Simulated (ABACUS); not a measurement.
Si2Mo:

```
Mo Si
1.0
    -1.60000    1.60000    3.93050
     1.60000   -1.60000    3.93050
     1.60000    1.60000   -3.93050
Mo Si
1 2
Direct
  0.00000 0.00000 0.00000
  0.66700 0.66700 0.00000
  0.33300 0.33300 0.00000
```

| Quantity | Value |
| --- | --- |
| Program | ABACUS 3.10.1 |
| Task | single point |
| Functional | PBE |
| Potentials or basis | PseudoDojo NC SR 0.4.1 PBE standard |
| Cutoff | 1102 eV |
| Density cutoff | 4408 eV |
| Basis | plane waves |
| k mesh | 12 × 12 × 12 |
| Occupations | fermi-dirac, width 0.05 eV |
| Spin | no spin polarisation |

On this cell: pressure 2.3 GPa; largest force 0.275 eV/Å; band gap on the k mesh none (metal or under the smearing width).

The same run follows on a disturbed copy (atoms moved at random, drawn with an rms of 0.05 Å):

```
Mo Si
1.0
    -1.60000    1.60000    3.93050
     1.60000   -1.60000    3.93050
     1.60000    1.60000   -3.93050
Mo Si
1 2
Cartesian
  -0.0147 0.0359 0.0506
  0.0664 0.0136 5.2950
  0.0405 -0.0037 2.6189
```

Q: What does the disturbed cell give?

A: The energy (extrapolated to zero smearing) moves by +19.3 meV/atom; pressure 2.6 GPa; largest force 0.919 eV/Å; band gap on the k mesh none (metal or under the smearing width).

Forces in eV/Å, atoms in the order of the input:
```
Mo   0.623 -0.277 -0.353
Si  -0.491  0.046 -0.527
Si  -0.132  0.230  0.880
```

Stress tensor (GPa, compression positive):
```
 2.85 -0.31 -0.27
-0.31  3.05  0.05
-0.27  0.05  1.82
```

Caveats: there are fewer bands than atomic start orbitals, so a level may be missed at k points of high symmetry.
